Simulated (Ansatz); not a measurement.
## BaS, response to strain

Start from BaS in the rock salt structure (space group Fm-3m, No. 225; a = 6.331 Å).

Strains are applied to the cell and any free atomic positions relax.

Method: PBEsol, PAW, 420 eV (Ansatz, a program for electronic structure; spin-orbit coupling left out).

| isotropic strain (%) | band gap (eV) |
|---|---|
| -2.5 | 1.89 |
| -1.5 | 1.95 |
| -1 | 1.98 |
| -0.5 | 2.01 |
| 0 | 2.04 |
| 0.5 | 2.06 |
| 1 | 2.09 |
| 2 | ? |
| 3 | 2.17 |

Problem. Fit E_g = E₀ + Dε (ε in %) to the rows shown and predict the withheld row.

Solution. Least squares on the printed values gives E₀ = 2.03 eV, D = 51.3 meV per % of strain (largest residual 0.01 eV); this predicts 2.13 eV, and the run gives 2.13 eV, in agreement.

Whether these cells are dynamically stable was not tested.
